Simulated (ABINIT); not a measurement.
Runs of ABINIT 10.8.3 (patched build) on Mo. It takes space group Im-3m (No. 229, cubic). Conventional cell: a = 3.168 Å, b = 3.168 Å, c = 3.168 Å, α = 90.00°, β = 90.00°, γ = 90.00°. Mo (site symmetry m-3m) is surrounded by 8 Mo at 2.74 Å. 

```csv
task,level,spin,cutoff (eV),fine-grid cutoff,gap on the mesh (eV),pressure (GPa)
band structure,PBE,"SOC, no magnetisation",408,816.342 eV,none,(a)
single point,RPBE,off,490,979.61 eV,none,1.6
single point,BLYP,off,490,979.61 eV,none,(b)
single point,r2SCAN,off,490,979.61 eV,none,-3.3
single point,AM05,off,490,979.61 eV,none,-10.3
```

Alike in all rows: potentials or basis JTH PAW PBE v2.0; cell as given; k mesh 12 × 12 × 12; smearing fermi-dirac 0.05 eV.

Problem. Estimate the missing entries.

Solution. (a) -1.6; (b) 8.5.

Caveats: the PAW data sets were made with another functional, which shifts forces and pressure a little (some runs).

A k mesh can miss the band edges, and rows without SOC leave out spin-orbit coupling on Mo.

A gap of «none» marks a metal or a gap under the smearing width.
